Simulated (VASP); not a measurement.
Runs of VASP 6.6.1 on PbSe (Clausthalite). The structure is cubic, space group Fm-3m (No. 225). Conventional cell: a = 6.104 Å, b = 6.104 Å, c = 6.104 Å, α = 90.00°, β = 90.00°, γ = 90.00°. Pb (site symmetry m-3m) is surrounded by 6 Se at 3.05 Å. Around Se (site symmetry m-3m) lie 6 Pb at 3.05 Å. 

```csv
task,level,spin,cell,k mesh,cutoff (eV),grid for exact exchange (PRECFOCK),screening parameter,exchange at q = 0,gap on the mesh (eV),pressure (GPa)
relaxation of cell and atoms,PBEsol,off,relaxed,8 × 8 × 8,600,-,-,-,0.17,0.0
band structure,r2SCAN,off,as given,8 × 8 × 8,520,-,-,-,(b),(a)
band structure,TB-mBJ,off,as given,8 × 8 × 8,520,-,-,-,0.83,-
band structure,HSE06,off,as given,6 × 6 × 6,520,Fast,0.2 1/A,-,0.68,1.7
band structure,PBE0,off,as given,6 × 6 × 6,520,Fast,-,truncated,1.21,1.7
```

Alike in all rows: potentials or basis VASP PAW PBE potentials, release 64 (Pb_d, Se); smearing gaussian 0.03 eV.

Q: Fill in the values left out.

A: (a) 2.0; (b) 0.55.

Caveats: the PAW data sets were made with another functional, which shifts forces and pressure a little; spin-orbit coupling is left out, which as a rule narrows the gap of such compounds by several tenths of an eV; the relaxation stopped at its first step, so nothing moved (some runs).

A k mesh can miss the band edges, and the runs leave out spin-orbit coupling on Pb, Se.

Runs at the PBE level aren't shown here.
